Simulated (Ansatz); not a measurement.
# TiO2 (C2/m) in Ansatz: settings compared, part 2 of 2

Ansatz 0.2.0.

### Step 3. Single point, PBE

The input, input.yaml:

```yaml
crystal:
  lattice:
    - [6.1535771931, -1.8834685, 0.0]
    - [6.1535771931, 1.8834685, 0.0]
    - [-1.9283261078, 0.0, 6.3289668713]
  atoms:
    - { symbol: Ti, position: [0.900071, 0.900071, 0.289602] }
    - { symbol: Ti, position: [0.195286, 0.195286, 0.283762] }
    - { symbol: Ti, position: [0.099929, 0.099929, 0.710398] }
    - { symbol: Ti, position: [0.804714, 0.804714, 0.716238] }
    - { symbol: O, position: [0.361931, 0.361931, 0.293397] }
    - { symbol: O, position: [0.2634885, 0.2634885, 0.6525] }
    - { symbol: O, position: [0.8671885, 0.8671885, 0.995291] }
    - { symbol: O, position: [0.7365115, 0.7365115, 0.3475] }
    - { symbol: O, position: [0.9416475, 0.9416475, 0.630021] }
    - { symbol: O, position: [0.1328115, 0.1328115, 0.004709] }
    - { symbol: O, position: [0.638069, 0.638069, 0.706603] }
    - { symbol: O, position: [0.0583525, 0.0583525, 0.369979] }
hamiltonian:
  xc: pbe
  pseudopotentials: { kind: paw }
kpoints:
  mp_grid: { grid: [8, 8, 4] }
scf:
  occupations: { method: fermi_dirac, width: 0.05 }
basis:
  ecutwfc: "300 eV"
output:
  forces: true
  stress: true
  eigenvalues: true
  write_density: true
  write_potential: true
  elf: true
  volumetric_format: npy
```

Potentials or basis: Ansatz PAW.

On the command line:

```sh
$ ansatz run input.yaml --threads 2 --pin off --max-ram 5120MiB --backend cpu --events-out ev --progress --plain --runs-dir out
```

The log of the run:

```text
Warning: basis.ecutwfc = 300 eV is below the records' recommended 420 eV, and the density's cutoff is lower with it unless basis.ecutrho_ratio is high enough to keep the records' density cutoff: compare with a run at a higher cutoff
Warning: RAYON_NUM_THREADS=2 ignored (pool sized by the plan → 2); use --threads N
Engine: ansatz 0.2.0, aarch64-unknown-linux-gnu
Pseudopotentials: kind: paw
Pseudopotential: Ti, paw, valence charge 12, recommended cutoff 420 eV (normal), Ti.paw.azcp
Pseudopotential: O, paw, valence charge 6, recommended cutoff 420 eV (normal), O.paw.azcp
Functional definition: PBE
  parameter kappa = 0.804
  parameter beta = 0.06672455060314922
  exchange = pbe_x(kappa = kappa, mu = beta*pi^2/3)
  correlation = pbe_c(beta = beta)
Crystal: 12 atoms, lattice volume = 146.706 Å³
Basis set: ecut = 300 eV, 1735 PW (Γ), exchange–correlation on 80×80×80 points (8 copies of the dense FFT grid, shifted against one another)
Bands: 60, of which v1, the nominal top of the filled ones, is band 48 counted from 1 (47 counted from 0)
Symmetry: 4 space group operations
Space group: C2/m (ITA 12), of the structure as read, at distance tolerance 5.3e-5 Å
k-points: 78 of 256
Non-local potential: Ti, projectors of the file, l = 0: 3, l = 1: 2, l = 2: 3, l = 3: 1
Non-local potential: O, projectors of the file, l = 0: 2, l = 1: 2, l = 2: 1
[... 31 lines left out ...]
  E_xc         = -990.467718
  E_vxc        = -1254.147168  (∫ρ·V_xc dr)
  E_paw        = -5439.321325  (= ΣΔE_a)
  E_vpaw       = -951.087479  (= ΣTr[D̂ρ^β])
  E_aug_tail   = 0.078340  (compensation charges beyond the density's cutoff)
  E_ewald      = -6180.402828
  E_smearing   = -0.000000  (= −TS)
  E_closure    = -0.000000  (closes the sum)
  Σ components = -14550.862836   (vs F -14550.862836, Δ=0.00e0)
--- Forces (eV/Å), atoms counted from 1 ---
  atom   1  Ti     0.20235491    -0.00000000    -0.20802106
  atom   2  Ti    -0.14552546    -0.00000000    -0.26343857
  atom   3  Ti    -0.20235491     0.00000000     0.20802106
  atom   4  Ti     0.14552546     0.00000000     0.26343857
  atom   5  O      0.00680631    -0.00000000    -0.03816159
  atom   6  O      0.01654770     0.00000000     0.02675085
  atom   7  O     -0.08444112    -0.00000000    -0.02433802
  atom   8  O     -0.01654770     0.00000000    -0.02675085
  atom   9  O      0.09567962     0.00000000     0.09931708
  atom  10  O      0.08444112     0.00000000     0.02433802
  atom  11  O     -0.00680631     0.00000000     0.03816159
  atom  12  O     -0.09567962    -0.00000000    -0.09931708
  max |Σ_I F_I| component: 4.16e-17 eV/Å
--- Stress (GPa, compression-positive) ---
       -1.854413       0.000000      -0.160359
        0.000000      -2.378452      -0.000000
       -0.160359      -0.000000      -2.301053
  P = ⅓ Tr σ = -2.1780 GPa (-21.780 kbar)
--- Band table (eV; the first three rows and the last of 78) ---
  k-point 0: bands = ["-50.0749", "-50.0636", "-49.9730", "-49.9666", "-26.4659", "-26.4181", "-26.3916", "-26.3143", "-26.2617", "-26.2608", "-26.2591", "-26.2273", "-26.1763", "-26.1758", "-26.1636", "-26.1576", "-11.3161", "-10.6238", "-10.2400", "-10.0779", "-10.0440", "-9.9489", "-9.7165", "-9.6308", "2.0310", "2.1026", "2.3178", "2.4132", "2.7239", "2.9056", "2.9776", "3.1270", "3.3337", "3.6838", "4.1598", "4.2408", "4.3721", "4.7996", "4.8403", "4.8604", "4.9305", "4.9579", "5.2580", "5.2584", "5.4027", "5.4079", "5.7976", "5.9923", "8.8737", "9.2135", "9.4473", "9.4576", "9.4933", "9.9411", "10.4540", "10.6007", "10.7577", "10.8141", "10.9727", "11.1746"]
  k-point 1: bands = ["-50.0746", "-50.0637", "-49.9732", "-49.9663", "-26.4644", "-26.4187", "-26.3747", "-26.3169", "-26.2619", "-26.2598", "-26.2596", "-26.2417", "-26.1757", "-26.1753", "-26.1626", "-26.1575", "-11.2699", "-10.6440", "-10.2842", "-10.0847", "-10.0181", "-9.9459", "-9.7354", "-9.6204", "2.0435", "2.0916", "2.2714", "2.3089", "2.8419", "2.9818", "3.0296", "3.2240", "3.3678", "3.4540", "4.2316", "4.4161", "4.4224", "4.6500", "4.7131", "4.8722", "4.9982", "5.0585", "5.1456", "5.2717", "5.4611", "5.4627", "5.7418", "5.8423", "8.9237", "9.2607", "9.4270", "9.4500", "9.5463", "9.8930", "10.3422", "10.5966", "10.6525", "10.8347", "11.1021", "11.1901"]
  k-point 2: bands = ["-50.0744", "-50.0637", "-49.9732", "-49.9661", "-26.4642", "-26.4181", "-26.3298", "-26.3174", "-26.3119", "-26.2607", "-26.2582", "-26.2384", "-26.1769", "-26.1758", "-26.1573", "-26.1555", "-11.2176", "-10.6701", "-10.3167", "-10.0968", "-10.0004", "-9.9433", "-9.7509", "-9.6111", "2.0048", "2.0869", "2.2263", "2.3028", "2.8777", "2.9797", "3.0928", "3.2442", "3.5453", "3.6046", "3.9421", "4.3054", "4.4813", "4.6066", "4.6728", "4.8422", "4.9620", "5.2214", "5.2468", "5.4120", "5.4650", "5.4844", "5.5696", "5.7336", "8.9880", "9.2496", "9.4163", "9.5212", "9.5343", "9.8152", "10.3945", "10.4439", "10.6419", "10.8392", "10.9571", "11.1843"]
  k-point 77: bands = ["-50.0738", "-50.0642", "-49.9740", "-49.9668", "-26.4356", "-26.3738", "-26.3436", "-26.3217", "-26.2850", "-26.2676", "-26.2621", "-26.2562", "-26.2136", "-26.1976", "-26.1770", "-26.1543", "-11.0270", "-10.7338", "-10.2400", "-10.1976", "-10.1041", "-9.9528", "-9.6968", "-9.6816", "2.1724", "2.2025", "2.3432", "2.4678", "2.5629", "2.7747", "2.8328", "3.4096", "3.5284", "3.7231", "4.1734", "4.2544", "4.3464", "4.4469", "4.6968", "4.9462", "4.9637", "4.9674", "5.0458", "5.0689", "5.3098", "5.7303", "5.9267", "5.9639", "9.1246", "9.2311", "9.3749", "9.5289", "9.5516", "9.6632", "10.3978", "10.5619", "10.6804", "10.6912", "11.0869", "11.1846"]
```

v_z.tsv:

```text
# z_ang	v_es[eV]	v_tot[eV]
# format = ansatz-planar-average/11
# xc	pbe
# density_cutoff_ev	1200
# datasets	Ti=:simpson_from_first_knot:soft	O=:simpson_from_first_knot:soft
# lattice	6.153577193	-1.883468500	0.000000000
# lattice	6.153577193	1.883468500	0.000000000
# lattice	-1.928326108	0.000000000	6.328966871
# sites	12
# site	22	10.518865658	0.000000000	1.832881464
# site	22	1.856229278	0.000000000	1.795920297
# site	22	-0.140037380	0.000000000	4.496085407
# site	22	8.522599000	0.000000000	4.533046574
# site	8	3.888575599	0.000000000	1.856899893
# site	8	1.984560863	0.000000000	4.129650884
# site	8	8.753377131	0.000000000	6.299163766
# site	8	8.394267415	0.000000000	2.199315988
# site	8	10.374115217	0.000000000	3.987382037
# site	8	1.625451147	0.000000000	0.029803105
# site	8	6.490252679	0.000000000	4.472066978
# site	8	0.004713061	0.000000000	2.341584834
0.000000	7.651687e0	-8.998452e-1
0.165405	8.003680e0	-4.110590e-1
0.330811	8.877469e0	7.751650e-1
0.496216	9.897905e0	2.201140e0
0.661621	1.065182e1	3.386508e0
0.827027	1.029249e1	3.241505e0
[... 32 lines left out ...]
6.285402	8.877469e0	7.751650e-1
6.450807	8.003680e0	-4.110590e-1
```

Run time: 15 s. Hardware: 2 threads of Arm Neoverse V2, shared host; peak memory 0.6 GiB.

What came out:

- Free energy: -14550.8628 eV
- Pressure: -2.2 GPa
- Largest force: 0.301 eV/Å
- Band gap on the k mesh: 2.72 eV, indirect (least direct gap 2.88 eV)

Forces on the atoms (eV/Å):
```
Ti   0.202  0.000 -0.208
Ti  -0.146  0.000 -0.263
Ti  -0.202  0.000  0.208
Ti   0.146  0.000  0.263
O    0.007  0.000 -0.038
O    0.017  0.000  0.027
O   -0.084  0.000 -0.024
O   -0.017  0.000 -0.027
O    0.096  0.000  0.099
O    0.084  0.000  0.024
O   -0.007  0.000  0.038
O   -0.096  0.000 -0.099
```

Stress tensor (GPa, compression positive):
```
-1.85  0.00 -0.16
 0.00 -2.38  0.00
-0.16  0.00 -2.30
```

Caveat: the pressure holds a Pulay correction of +28.9 GPa for the finite cutoff; the cutoff lies under the one recommended for these potentials.
